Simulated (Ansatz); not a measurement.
Here is an Ansatz 0.2.0 calculation.

The input input.yaml:

```yaml
crystal:
  lattice:
    - [3.223, 0.0, 0.0]
    - [-1.6115, 2.7911998764, 0.0]
    - [0.0, 0.0, 3.191]
  atoms:
    - { symbol: Mo, position: [0.0, 0.0, 0.0] }
    - { symbol: P, position: [0.3333333333, 0.6666666667, 0.5] }
hamiltonian:
  xc: pbesol
  pseudopotentials: { kind: paw }
  hubbard: { sites: [{ species: Mo, l: d, u_eff: 8.0 }] }
kpoints:
  mp_grid: { grid: [10, 10, 8] }
scf:
  occupations: { method: fermi_dirac, width: 0.05 }
output:
  forces: true
  stress: true
  eigenvalues: true
```

Potentials or basis: Ansatz PAW.

The run is started by

```console
$ ansatz run input.yaml --threads 2 --pin off --max-ram 5632MiB --backend cpu --events-out ev --progress --plain --runs-dir out
```

Task: Predict the band gap on the k mesh.

Result: None (metal or under the smearing width).

Task: Estimate the pressure.

Result: -5.3 GPa.

Eigenvalues of the final occupation matrices:
| site | spin | trace | eigenvalues |
| --- | --- | --- | --- |
| site 1 | 1 | 2.81 | 0.38 0.59 0.59 0.63 0.63 |

Caveat: U without spin polarisation on a metal has little footing; the PAW data sets come from PBE, with cores solved anew for the run's functional, which leaves a small shift of forces and pressure; the U is typed as a test and isn't derived for this compound.
